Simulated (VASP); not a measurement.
# YN (Fm-3m) in VASP: further runs

One crystal, YN, is run at these levels: r2SCAN+rVV10, HSE06, PBE; tasks: relaxation of cell and atoms, electrostatic potential.

Everything below comes from runs of VASP 6.6.1. Logs are shortened: lines on timing, memory, paths and dates and some standing lists are left out, and cuts for length are marked.

**1. Starting point**

It takes space group Fm-3m (No. 225, cubic). Conventional cell: a = 4.880 Å, b = 4.880 Å, c = 4.880 Å, α = 90.00°, β = 90.00°, γ = 90.00°. Y (site symmetry m-3m) is surrounded by 6 N at 2.44 Å. N (site symmetry m-3m) is surrounded by 6 Y at 2.44 Å.

The cell was built by a generator and needn't be a form met in nature.

**2. Relaxation of cell and atoms, r2SCAN+rVV10**

Contents of INCAR:

```
PREC = Accurate
ENCUT = 600
EDIFF = 1E-6
ISMEAR = 0
SIGMA = 0.02
LREAL = F
LASPH = T
NELM = 120
ALGO = Normal
ISIF = 3
LWAVE = F
LCHARG = F
METAGGA = R2SCAN
LMIXTAU = T
LUSE_VDW = T
IVDW_NL = 2
BPARAM = 11.95
CPARAM = 0.0093
IBRION = 2
NSW = 40
EDIFFG = -0.005
KPAR = 4
```

Contents of KPOINTS:

```
regular mesh
0
Gamma
  10 10 10
```

Contents of POSCAR:

```
YN
1.0
    0.0000000000      2.4400000000      2.4400000000
    2.4400000000      0.0000000000      2.4400000000
    2.4400000000      2.4400000000      0.0000000000
Y N
1 1
Direct
    0.0000000000      0.0000000000      0.0000000000
    0.5000000000      0.5000000000      0.5000000000
```

Potentials or basis: VASP PAW PBE potentials, release 64 (Y_sv, N).

Run with:

```bash
$ cat potpaw_PBE.64/Y_sv/POTCAR potpaw_PBE.64/N/POTCAR > POTCAR
$ mpirun -np 4 vasp_std > vasp.out
```

OUTCAR:

```text
PREC = Accurate
   ENCUT = 600
   EDIFF = 1E-6
   ISMEAR = 0
   LREAL = F
   LASPH = T
   NELM = 120
   ISIF = 3
   METAGGA = R2SCAN
   IVDW_NL = 2
   BPARAM = 11.95
   IBRION = 2
   NSW = 40
   EDIFFG = -0.005

 ion  position               nearest neighbor table
   1  0.000  0.000  0.000-   2 2.44   2 2.44   2 2.44   2 2.44   2 2.44   2 2.44
   2  0.500  0.500  0.500-   1 2.44   1 2.44   1 2.44   1 2.44   1 2.44   1 2.44

  LATTYP: Found a face centered cubic cell.
 ALAT       =     4.8800000000

  Lattice vectors:

 A1 = (   0.0000000000,   2.4400000000,   2.4400000000)
 A2 = (   2.4400000000,   0.0000000000,   2.4400000000)
 A3 = (   2.4400000000,   2.4400000000,   0.0000000000)

Analysis of symmetry for initial positions (statically):
=====================================================================
 Subroutine PRICEL returns:
 Original cell was already a primitive cell.

 Routine SETGRP: Setting up the symmetry group for a
 face centered cubic supercell.

 Subroutine GETGRP returns: Found 48 space group operations
 (whereof 48 operations were pure point group operations)
 out of a pool of 48 trial point group operations.

The static configuration has the point symmetry O_h .

Analysis of symmetry for dynamics (positions and initial velocities):
=====================================================================
 Subroutine PRICEL returns:
 Original cell was already a primitive cell.

 Routine SETGRP: Setting up the symmetry group for a
 face centered cubic supercell.

 Subroutine GETGRP returns: Found 48 space group operations
 (whereof 48 operations were pure point group operations)
 out of a pool of 48 trial point group operations.

The dynamic configuration has the point symmetry O_h .

 Subroutine INISYM returns: Found 48 space group operations
 (whereof 48 operations are pure point group operations),
 and found     1 'primitive' translations

----------------------------------------------------------------------------------------

                                     Primitive cell

  volume of cell :      29.0536

  direct lattice vectors                    reciprocal lattice vectors
     0.000000000  2.440000000  2.440000000    -0.204918033  0.204918033  0.204918033
     2.440000000  0.000000000  2.440000000     0.204918033 -0.204918033  0.204918033
     2.440000000  2.440000000  0.000000000     0.204918033  0.204918033 -0.204918033

  length of vectors
     3.450681092  3.450681092  3.450681092     0.354928444  0.354928444  0.354928444

  position of ions in fractional coordinates (direct lattice)
     0.000000000  0.000000000  0.000000000
     0.500000000  0.500000000  0.500000000

  ion indices of the primitive-cell ions
   primitive index   ion index
                 1           1
                 2           2

----------------------------------------------------------------------------------------

 KPOINTS: regular mesh

Automatic generation of k-mesh.
 Grid dimensions read from file:
 generate k-points for:   10   10   10

 Generating k-lattice:

  Cartesian coordinates                     Fractional coordinates (reciprocal lattice)
    -0.020491803  0.020491803  0.020491803     0.100000000  0.000000000  0.000000000
     0.020491803 -0.020491803  0.020491803     0.000000000  0.100000000  0.000000000
     0.020491803  0.020491803 -0.020491803     0.000000000  0.000000000  0.100000000

  Length of vectors
     0.035492844  0.035492844  0.035492844

  Shift w.r.t. Gamma in fractional coordinates (k-lattice)
     0.000000000  0.000000000  0.000000000

 Subroutine IBZKPT returns following result:
 ===========================================

 Found     47 irreducible k-points:

 Following reciprocal coordinates:
            Coordinates               Weight
  0.000000  0.000000  0.000000      1.000000
  0.100000  0.000000  0.000000      8.000000
  0.200000  0.000000  0.000000      8.000000
  0.300000  0.000000  0.000000      8.000000
  0.400000  0.000000  0.000000      8.000000
  0.500000  0.000000  0.000000      4.000000
[... 16 lines left out ...]
  0.300000  0.300000  0.000000      6.000000
  0.400000  0.300000  0.000000     24.000000
 [... further k-points ...]
   k-points           NKPTS =     47   k-points in BZ     NKDIM =     47   number of bands    NBANDS=     12
   number of dos      NEDOS =    301   number of ions     NIONS =      2
   total plane-waves  NPLWV =  21952
   dimension x,y,z NGX =    28 NGY =   28 NGZ =   28
   dimension x,y,z NGXF=    56 NGYF=   56 NGZF=   56
   ions per type =               1   1
   NGX,Y,Z   is equivalent  to a cutoff of  13.49, 13.49, 13.49 a.u.
   NGXF,Y,Z  is equivalent  to a cutoff of  26.98, 26.98, 26.98 a.u.
 SYSTEM =  unknown system
   PREC   = accura    normal or accurate (medium, high low for compatibility)
   ISTART =      0    job   : 0-new  1-cont  2-samecut
   ICHARG =      2    charge: 1-file 2-atom 10-const
   ISPIN  =      1    spin polarized calculation?
   LNONCOLLINEAR =      F non collinear calculations
   LSORBIT =      F    spin-orbit coupling
   LASPH  =      T    aspherical Exc in radial PAW
   ENCUT  =  600.0 eV  44.10 Ry    6.64 a.u.   6.89  6.89  6.89*2*pi/ulx,y,z
   NELM   =    120;   NELMIN=  2; NELMDL= -5     # of ELM steps
   EDIFF  = 0.1E-05   stopping-criterion for ELM
   LREAL  =      F    real-space projection
   EDIFFG = -.5E-02   stopping-criterion for IOM
   NSW    =     40    number of steps for IOM
   IBRION =      2    ionic relax: 0-MD 1-quasi-New 2-CG
   NFREE  =      1    steps in history (QN), initial steepest desc. (CG)
   ISIF   =      3    stress and relaxation
   ISYM   =      2    0-nonsym 1-usesym 2-fastsym
   POTIM  = 0.5000    time-step for ionic-motion
   TEBEG  =    0.0;   TEEND  =   0.0 temperature during run
   PSTRESS=    0.0 pullay stress
   NELECT =      16.0000    total number of electrons
   NUPDOWN=      -1.0000    fix difference up-down
   EMIN   =  10.00;   EMAX   =-10.00  energy-range for DOS
   EFERMI =   0.00;   METHOD = LEGACY
   ISMEAR =     0;   SIGMA  =   0.02  broadening in eV -4-tet -1-fermi 0-gaus
   EFERMI_NEDOS =   21; number of points for ismear=-14 and -15
   IALGO  =     38    algorithm
   IMIX   =      4    mixing-type and parameters
     AMIX     =   0.40;   BMIX     =  1.00
     AMIX_MAG =   1.60;   BMIX_MAG =  1.00
  volume/ion in A,a.u.               =      14.53        98.03
  Fermi-wavevector in a.u.,A,eV,Ry     =   1.341884  2.535793 24.499370  1.800653
  Thomas-Fermi vector in A             =   2.470082
   LORBIT       =      0    0 simple, 1 ext, 2 COOP (PROOUT), +10 PAW based schemes
   METAGGA = R2SCAN    functional components
   LHFCALC =     F    Hartree Fock is set to
   AEXX    =    0.0000 exact exchange contribution
   IVDW_NL    =     2    kernel type
   BPARAM     =11.9500
   IVDW    =     0    specifies the selected vdW correction
   LEPSILON=     F    determine dielectric tensor
   LRPA    =     F    only Hartree local field effects (RPA)
 conjugate gradient relaxation of ions
 non-spin polarized calculation
 Gauss-broadening in eV      SIGMA  =   0.02
  energy-cutoff  :      600.00
  volume of cell :       29.05
 maximum number of plane-waves:       982
   NGX = 13   NGY = 13   NGZ = 13

--------------------------------------- Ionic step        1  -------------------------------------------

 number of electron      16.0000002 magnetization

 Free energy of the ion-electron system (eV)
  ---------------------------------------------------
  ext. energy  EPLUGINS =         0.00000000
  ---------------------------------------------------
  free energy    TOTEN  =       -33.14295495 eV

  energy without entropy =      -33.14295495  energy(sigma->0) =      -33.14295495

------------------------ aborting loop because EDIFF is reached ----------------------------------------

  FORCE on cell =-STRESS in cart. coord.  units (eV):
  Direction    XX          YY          ZZ          XY          YZ          ZX
  --------------------------------------------------------------------------------------
  -------------------------------------------------------------------------------------
  Total        0.1325670      0.1325670      0.1325670     -0.0000000     -0.0000000      0.0000000
  in kB        7.3104902      7.3104902      7.3104902     -0.0000000     -0.0000000      0.0000000
  external PRESSURE =       7.3104902 kB  Pullay stress =       0.0000000 kB

 VOLUME and BASIS-vectors are now :
 -----------------------------------------------------------------------------
  energy-cutoff  :      600.00
  volume of cell :       29.05
      direct lattice vectors                 reciprocal lattice vectors
     0.000000000  2.440000000  2.440000000    -0.204918033  0.204918033  0.204918033
     2.440000000  0.000000000  2.440000000     0.204918033 -0.204918033  0.204918033
     2.440000000  2.440000000  0.000000000     0.204918033  0.204918033 -0.204918033
[... 37 lines left out ...]
 POSITION                                       TOTAL-FORCE (eV/Angst)
 -----------------------------------------------------------------------------------
      2.44780      4.89560      2.44780        -0.000000      0.000000      0.000000
      2.44780      2.44780      2.44780         0.000000     -0.000000     -0.000000
 -----------------------------------------------------------------------------------
    total drift:                                0.000000      0.000000      0.000000

  FREE ENERGIE OF THE ION-ELECTRON SYSTEM (eV)
  ---------------------------------------------------
  free  energy   TOTEN  =       -33.1427703785 eV

  energy  without entropy=      -33.1427703785  energy(sigma->0) =      -33.14277038

--------------------------------------- Ionic step        3  -------------------------------------------

 number of electron      16.0000002 magnetization

 Free energy of the ion-electron system (eV)
  ---------------------------------------------------
  ext. energy  EPLUGINS =         0.00000000
  ---------------------------------------------------
  free energy    TOTEN  =       -33.14322619 eV

  energy without entropy =      -33.14322619  energy(sigma->0) =      -33.14322619

 E-fermi :   4.1465     XC(G=0): -11.9251

 val. band max:        4.0117673222   @ k =   0.0000   0.0000   0.0000
 cond. band min:       4.5739966029   @ k =   0.5000   0.5000   0.0000
 fundamental gap:      0.5622292807
 Fermi energy:         4.1465091899

 k-point     1 :       0.0000    0.0000    0.0000
  band No.  band energies     occupation
      1     -38.1156      2.00000
      2     -17.1013      2.00000
      3     -17.1013      2.00000
      4     -17.1013      2.00000
      5      -9.6539      2.00000
      6       4.0117      2.00000
      7       4.0117      2.00000
      8       4.0118      2.00000
      9       7.5854      0.00000
     10       7.5854      0.00000
     11       7.5855      0.00000
     12       8.8636      0.00000

 k-point     2 :       0.1000    0.0000    0.0000
  band No.  band energies     occupation
      1     -38.1038      2.00000
      2     -17.2315      2.00000
      3     -17.1091      2.00000
      4     -17.1091      2.00000
      5      -9.4763      2.00000
      6       3.4068      2.00000
      7       3.6717      2.00000
      8       3.6717      2.00000
      9       7.6685      0.00000
     10       7.8364      0.00000
     11       7.8364      0.00000
     12       9.4319      0.00000
[... 316 lines left out ...]
 k-point    24 :       0.4000    0.3000    0.0000
  band No.  band energies     occupation
      1     -37.9839      2.00000
      2     -17.8700      2.00000
      3     -17.3847      2.00000
      4     -17.3508      2.00000
      5      -8.9196      2.00000
      6       1.5869      2.00000
      7       3.0690      2.00000
      8       3.3044      2.00000
      9       5.5227      0.00000
     10      11.2898      0.00000
     11      11.3322      0.00000
     12      11.7383      0.00000

 [... further k-points ...]

------------------------ aborting loop because EDIFF is reached ----------------------------------------

  FORCE on cell =-STRESS in cart. coord.  units (eV):
  Direction    XX          YY          ZZ          XY          YZ          ZX
  --------------------------------------------------------------------------------------
  -------------------------------------------------------------------------------------
  Total        0.0016626      0.0016626      0.0016626      0.0000000      0.0000000      0.0000000
  in kB        0.0913023      0.0913023      0.0913023      0.0000000      0.0000000      0.0000000
  external PRESSURE =       0.0913023 kB  Pullay stress =       0.0000000 kB

 VOLUME and BASIS-vectors are now :
 -----------------------------------------------------------------------------
  energy-cutoff  :      600.00
  volume of cell :       29.18
      direct lattice vectors                 reciprocal lattice vectors
    -0.000000000  2.443419036  2.443419036    -0.204631294  0.204631294  0.204631294
     2.443419036 -0.000000000  2.443419036     0.204631294 -0.204631294  0.204631294
     2.443419036  2.443419036 -0.000000000     0.204631294  0.204631294 -0.204631294

 POSITION                                       TOTAL-FORCE (eV/Angst)
 -----------------------------------------------------------------------------------
      0.00000     -0.00000      0.00000         0.000000     -0.000000      0.000000
      2.44342      2.44342      2.44342         0.000000      0.000000     -0.000000
 -----------------------------------------------------------------------------------
    total drift:                                0.000000      0.000000      0.000000

  FREE ENERGIE OF THE ION-ELECTRON SYSTEM (eV)
  ---------------------------------------------------
  free  energy   TOTEN  =       -33.1432261929 eV

  energy  without entropy=      -33.1432261929  energy(sigma->0) =      -33.14322619

 reached required accuracy - stopping structural energy minimisation
```

Wall time 5.5 min (4 MPI ranks of Intel Xeon Platinum 8259CL at 2.50GHz (Skylake/Cascade Lake), shared host); peak memory 0.29 GiB.

Results:

| Item | Value |
| --- | --- |
| Free energy | -33.1432 eV |
| Relaxed volume | 14.59 Å³/atom |
| Relaxed cell | a = 3.456 Å, b = 3.456 Å, c = 3.456 Å, α = 60.00°, β = 60.00°, γ = 60.00° |
| Space group after relaxing (to 0.05 Å) | Fm-3m (No. 225) |
| Energy gained by relaxing | 0.1 meV/atom |
| Ionic steps | 3 |
| Pressure after relaxing | 0.0 GPa |
| Band gap on the k mesh | 0.56 eV, indirect (least direct gap 0.97 eV) |

The path:
| step | energy change (eV) | largest force (eV/Å) | pressure (GPa) | volume (Å³) |
| --- | --- | --- | --- | --- |
| 1 | 0.0000 | 0.0000 | 0.73 | 29.05 |
| 2 | 0.0002 | 0.0000 | -0.94 | 29.33 |
| 3 | -0.0003 | 0.0000 | 0.01 | 29.18 |

Final structure:
```
Y N
1.0
     0.00000    2.44342    2.44342
     2.44342    0.00000    2.44342
     2.44342    2.44342    0.00000
Y N
1 1
Cartesian
  0.0000 0.0000 0.0000
  2.4434 2.4434 2.4434
```

Caveat: the PAW data sets were made with another functional, which shifts forces and pressure a little.

**3. Electrostatic potential, r2SCAN+rVV10**

This run uses another cell than the first one, of 14.59 Å³/atom, 1.004 times its volume.

Contents of INCAR:

```
SYSTEM = YN
PREC = Accurate ; ENCUT = 520
EDIFF = 1E-6 ; ISMEAR = 0
SIGMA = 0.02 ; LREAL = .FALSE.
LASPH = .TRUE. ; NELM = 80
ALGO = Normal ; ISIF = 2
LWAVE = .FALSE. ; LCHARG = .TRUE.
METAGGA = R2SCAN ; LMIXTAU = .TRUE.
LUSE_VDW = .TRUE. ; IVDW_NL = 2
BPARAM = 11.95 ; CPARAM = 0.0093
LVHAR = .TRUE. ; KPAR = 4
```

Contents of KPOINTS:

```
Automatic mesh
0
G
  10 10 10
  0 0 0
```

Contents of POSCAR:

```
YN                                      
1.0
   -0.0000000000      2.4434190361      2.4434190361
    2.4434190361     -0.0000000000      2.4434190361
    2.4434190361      2.4434190361     -0.0000000000
  Y               N             
     1     1
Direct
     0.0000000000000000    0.0000000000000000    0.0000000000000000
     0.5000000000000000    0.5000000000000000    0.5000000000000000
```

Potentials or basis: VASP PAW PBE potentials, release 64 (Y_sv, N).

Run with:

```bash
$ cat potpaw_PBE.64/Y_sv/POTCAR potpaw_PBE.64/N/POTCAR > POTCAR
$ mpirun -np 4 vasp_std > vasp.out
```

It took 2.2 min on 4 MPI ranks of Intel Xeon Platinum 8259CL at 2.50GHz (Skylake/Cascade Lake), shared host; peak memory 0.27 GiB.

The run converged. Its results:

```
Free energy            : -33.1425 eV
Pressure               : 0.0 GPa
Band gap on the k mesh : 0.56 eV, indirect (least direct gap 0.97 eV)
```

Levels at points of the mesh, in eV from the valence-band top:
| k point | band 5 | band 6 | band 7 | band 8 | band 9 | band 10 | band 11 | band 12 |
| --- | --- | --- | --- | --- | --- | --- | --- | --- |
| (0.00, 0.00, 0.00) | -13.67 | 0.00 | 0.00 | 0.00 | 3.57 | 3.57 | 3.57 | 4.85 |
| (0.50, 0.00, 0.00) | -11.89 | -4.08 | -2.30 | -2.30 | 6.26 | 6.91 | 6.91 | 7.31 |
| (0.50, 0.50, 0.00) | -13.28 | -1.54 | -0.40 | -0.40 | 0.56 | 7.37 | 7.81 | 8.44 |

Caveat: the PAW data sets were made with another functional, which shifts forces and pressure a little.

(Part 1 of 2 ends here.)
